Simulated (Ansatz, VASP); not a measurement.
One calculation of Ru, two programs

```
Ru
1.0
     4.26898    0.00000    0.00000
    -2.13449    3.69705    0.00000
     0.00000    0.00000    2.68590
Ru
3
Direct
  0.00000 0.00000 0.00000
  0.33333 0.66667 0.50000
  0.66667 0.33333 0.50000
```

Alike in both runs: functional PBE; k mesh 6 × 6 × 6; occupations gaussian, width 0.1 eV; no spin polarisation.

Ansatz relaxed the structure, and its values are those at the end. VASP's run is a single point on that final structure, the one shown.

|  | VASP | Ansatz |
| --- | --- | --- |
| version | VASP 6.6.1 | Ansatz 0.2.0 |
| potentials or method | VASP PAW PBE potentials, release 64 (Ru_pv) | scalar-relativistic, plane waves, PAW |
| plane-wave cutoff (eV) | 520 | 420 |
| valence electrons in the cell | 42 | 48 |

```tsv
	VASP	Ansatz	Ansatz less VASP
gap on the k mesh at the Fermi level (eV)	none	none	-
pressure (GPa)	0.0	0.0	+0.03
```

A gap of «none» marks a metal or a gap that the smearing closes. With one functional, cell and mesh, what is left measures potentials, basis and numerics. The two sets of potentials don't hold the same shells in valence.

Caveats: the k mesh is coarse (spacing up to 0.39 Å⁻¹), so the values aren't converged.
